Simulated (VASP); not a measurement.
## MgF$_{2}$ (rutile), PBE single-point calculation: Ansatz's output and VASP's

```
Mg F
1.0
     4.62202    0.00000    0.00000
     0.00000    4.62202    0.00000
     0.00000    0.00000    3.04611
Mg F
2 4
Cartesian
  0.0000 0.0000 0.0000
  2.3110 2.3110 1.5231
  1.4002 1.4002 0.0000
  0.9108 3.7113 1.5231
  3.7113 0.9108 1.5231
  3.2218 3.2218 0.0000
```

Ansatz printed

```
SCF 1 converged in 6 iterations: F = -7091.063739 eV  dr2 = 1.12e-8
  greatest PAW one-centre occupation: 1.000 electrons in one spin orbital (limit 2), on the Mg atom at site 0 (counted from 0), in its partial waves of l = 0
NSCF: frozen V_eff on 6 k-points
SCF converged after 6 iterations
Free energy (F): -7091.063739 eV
Harris-Foulkes:  -7091.063739 eV  (|F-HF|=8.59e-10)
Internal energy: -7091.063739 eV  (E = F + TS)
E sigma→0 (E₀):  -7091.063739 eV
Fermi energy:    6.051555 eV
--- Per-component energies (eV) ---
  E_band       = -816.577039
  E_kinetic    = 987.837881
  E_local      = -5303.282966  (includes V_loc(G=0)·N_el)
  E_nonlocal   = 483.958854
  E_hartree    = 1912.223410
  E_xc         = -380.997043
  E_vxc        = -488.888232  (∫ρ·V_xc dr)
  E_paw        = -1387.878423  (= ΣΔE_a)
  E_vpaw       = -320.663353  (= ΣTr[D̂ρ^β])
  E_aug_tail   = 0.008341  (compensation charges beyond the density's cutoff)
  E_ewald      = -3402.933793
  E_smearing   = -0.000000  (= −TS)
  E_closure    = -0.000000  (closes the sum)
  Σ components = -7091.063739   (vs F -7091.063739, Δ=0.00e0)
--- Forces (eV/Å), atoms counted from 1 ---
  atom   1  Mg     0.00000000    -0.00000000     0.00000000
  atom   2  Mg     0.00000000     0.00000000     0.00000000
  atom   3  F     -0.01917871    -0.01917871     0.00000000
  atom   4  F      0.01917871    -0.01917871     0.00000000
  atom   5  F     -0.01917871     0.01917871     0.00000000
  atom   6  F      0.01917871     0.01917871     0.00000000
  max |Σ_I F_I| component: 6.94e-18 eV/Å
--- Stress (GPa, compression-positive) ---
        4.753977       0.000000       0.000000
        0.000000       4.753977       0.000000
        0.000000       0.000000       5.268848
  P = ⅓ Tr σ = 4.9256 GPa (49.256 kbar)
--- Band table (eV; the first three rows and the last of 50) ---
  k-point 0: bands = ["-68.3382", "-68.3373", "-35.1177", "-35.1177", "-35.0908", "-35.0908", "-35.0869", "-35.0833", "-18.2780", "-17.4439", "-17.4439", "-17.3811", "-1.6007", "-0.0355", "0.3832", "0.3832", "0.5805", "0.6028", "1.2505", "1.2505", "1.7485", "2.1493", "2.1493", "2.4705", "9.6290", "14.7865", "14.7865", "16.2750", "16.9613"]
  k-point 1: bands = ["-68.3379", "-68.3370", "-35.1159", "-35.1159", "-35.0935", "-35.0907", "-35.0907", "-35.0901", "-18.2194", "-17.4351", "-17.4351", "-17.3870", "-1.5014", "0.0703", "0.4307", "0.4315", "0.4315", "0.5484", "1.1141", "1.1141", "1.4559", "2.0973", "2.0973", "2.3947", "10.0952", "15.1387", "15.1387", "16.4785", "16.9914"]
  k-point 2: bands = ["-68.3369", "-68.3363", "-35.1113", "-35.1113", "-35.1092", "-35.1067", "-35.0905", "-35.0905", "-18.0612", "-17.4171", "-17.4139", "-17.4139", "-1.2304", "0.1141", "0.3532", "0.3696", "0.5062", "0.5062", "0.8356", "0.8661", "0.8661", "1.9495", "1.9495", "2.1662", "11.2678", "16.0224", "16.0224", "16.5809", "17.1072"]
  k-point 49: bands = ["-68.3354", "-68.3354", "-35.1307", "-35.1307", "-35.1041", "-35.1041", "-35.0913", "-35.0913", "-17.5963", "-17.5963", "-17.4269", "-17.4269", "-1.2797", "-1.2797", "-0.5534", "-0.5534", "1.0085", "1.0085", "1.0788", "1.0788", "1.8592", "1.8592", "1.9903", "1.9903", "15.8437", "15.8437", "15.8481", "15.8481", "17.1473"]
```

The two codes use different PAW datasets and cutoffs. VASP's cell holds 32 valence electrons and Ansatz's 48. Ansatz's stress includes a Pulay correction; VASP's doesn't.

What does VASP give for the same cell and level of theory?

gap between bands v and c 7.12 eV; least direct gap 7.12 eV; pressure 4.1 GPa; largest force 0.03 eV/Å.

From OUTCAR

```
k-points           NKPTS =     50   k-points in BZ     NKDIM =     50   number of bands    NBANDS=     25

   NELECT =      32.0000    total number of electrons

   dimension x,y,z NGX =    36 NGY =   36 NGZ =   24
   dimension x,y,z NGXF=    72 NGYF=   72 NGZF=   48

  energy-cutoff  :      520.00
  volume of cell :       65.07
      direct lattice vectors                 reciprocal lattice vectors
     4.622015995  0.000000000  0.000000000     0.216355807  0.000000000  0.000000000
     0.000000000  4.622015995  0.000000000     0.000000000  0.216355807  0.000000000
     0.000000000  0.000000000  3.046111760     0.000000000  0.000000000  0.328287364

 k-points in reciprocal lattice and weights: KPOINTS created by Atomic Simulation Env
   0.00000000  0.00000000  0.00000000       0.003
   0.16666667  0.00000000  0.00000000       0.014
   0.33333333  0.00000000  0.00000000       0.014
   0.50000000  0.00000000  0.00000000       0.007
   0.16666667  0.16666667  0.00000000       0.014
   0.33333333  0.16666667  0.00000000       0.028
   0.50000000  0.16666667  0.00000000       0.014
   0.33333333  0.33333333  0.00000000       0.014
   ...

 E-fermi :  -0.7911

 k-point     1 :       0.0000    0.0000    0.0000
  band No.  band energies     occupation
      1     -21.9500      2.00000
      2     -21.1426      2.00000
      3     -21.1426      2.00000
      4     -21.0491      2.00000
      5      -5.2787      2.00000
      6      -3.7012      2.00000
      7      -3.2952      2.00000
      8      -3.2952      2.00000
      9      -3.0957      2.00000
     10      -3.0676      2.00000
     11      -2.4169      2.00000
     12      -2.4169      2.00000
     13      -1.9187      2.00000
     14      -1.5126      2.00000
     15      -1.5126      2.00000
     16      -1.1903      2.00000
     17       5.9285      0.00000
     18      11.0834      0.00000
     19      11.0834      0.00000
     20      12.5713      0.00000
     21      13.2902      0.00000
     22      14.6483      0.00000
     23      14.8377      0.00000
     24      17.3552      0.00000
     25      17.3552      0.00000

 k-point     2 :       0.1667    0.0000    0.0000
  band No.  band energies     occupation
      1     -21.9051      2.00000
      2     -21.2302      2.00000
      3     -21.1302      2.00000
      4     -21.0251      2.00000
      5      -5.1754      2.00000
      6      -3.6636      2.00000
      7      -3.6414      2.00000
      8      -3.1439      2.00000
      9      -3.0537      2.00000
     10      -2.7978      2.00000
     11      -2.4665      2.00000
     12      -2.3842      2.00000
     13      -1.9524      2.00000
     14      -1.7560      2.00000
     15      -1.5333      2.00000
     16      -1.2587      2.00000
     17       6.2768      0.00000
     18      10.5867      0.00000
     19      11.2617      0.00000
     20      12.6781      0.00000
     21      13.5882      0.00000
     22      14.7360      0.00000
     23      14.8371      0.00000
     24      17.0872      0.00000
     25      17.4597      0.00000

 k-point     3 :       0.3333    0.0000    0.0000
  band No.  band energies     occupation
      1     -21.7796      2.00000
      2     -21.4013      2.00000
      3     -21.0972      2.00000
      4     -21.0253      2.00000
      5      -4.9019      2.00000
      6      -4.0969      2.00000
      7      -3.4420      2.00000
      8      -2.9367      2.00000
      9      -2.8313      2.00000
     10      -2.5984      2.00000
     11      -2.5801      2.00000
     12      -2.3277      2.00000
     13      -2.2941      2.00000
     14      -2.0445      2.00000
     15      -1.5768      2.00000
     16      -1.4297      2.00000
     17       7.1718      0.00000
     18       9.5475      0.00000
     19      11.7463      0.00000
     20      12.6930      0.00000
     21      14.0935      0.00000
     22      14.5507      0.00000
     23      15.4883      0.00000
     24      16.7476      0.00000
     25      17.2426      0.00000

 k-point     4 :       0.5000    0.0000    0.0000
  band No.  band energies     occupation
      1     -21.5988      2.00000
      2     -21.5988      2.00000
      3     -21.0560      2.00000
      4     -21.0560      2.00000
      5      -4.5279      2.00000
      6      -4.5279      2.00000
      7      -2.9709      2.00000
      8      -2.9709      2.00000
      9      -2.7712      2.00000
     10      -2.7712      2.00000
     11      -2.5750      2.00000
     12      -2.5750      2.00000
     13      -2.1699      2.00000
     14      -2.1699      2.00000
     15      -1.5700      2.00000
     16      -1.5700      2.00000
     17       8.3395      0.00000
     18       8.3395      0.00000
     19      12.3392      0.00000
     20      12.3392      0.00000
     21      14.3842      0.00000
     22      14.3842      0.00000
     23      16.4306      0.00000
     24      16.4306      0.00000
     25      17.2866      0.00000

 ...

  Total        1.5909532      1.5909532      1.7718492     -0.0000000      0.0000000      0.0000000
  in kB       39.1705142     39.1705142     43.6243139     -0.0000000      0.0000000      0.0000000
  external PRESSURE =      40.6551141 kB  Pullay stress =       0.0000000 kB

 POSITION                                       TOTAL-FORCE (eV/Angst)
 -----------------------------------------------------------------------------------
      0.00000      0.00000      0.00000         0.000000     -0.000000     -0.000000
      2.31101      2.31101      1.52306         0.000000     -0.000000     -0.000000
      1.40024      1.40024      0.00000        -0.018379     -0.018379     -0.000000
      0.91077      3.71125      1.52306         0.018379     -0.018379     -0.000000
      3.71125      0.91077      1.52306        -0.018379      0.018379      0.000000
      3.22177      3.22177      0.00000         0.018379      0.018379      0.000000
 -----------------------------------------------------------------------------------
    total drift:                                0.000000     -0.000000      0.000000

  FREE ENERGIE OF THE ION-ELECTRON SYSTEM (eV)
  ---------------------------------------------------
  free  energy   TOTEN  =       -31.5052896596 eV

  energy  without entropy=      -31.5052896596  energy(sigma->0) =      -31.50528966
```
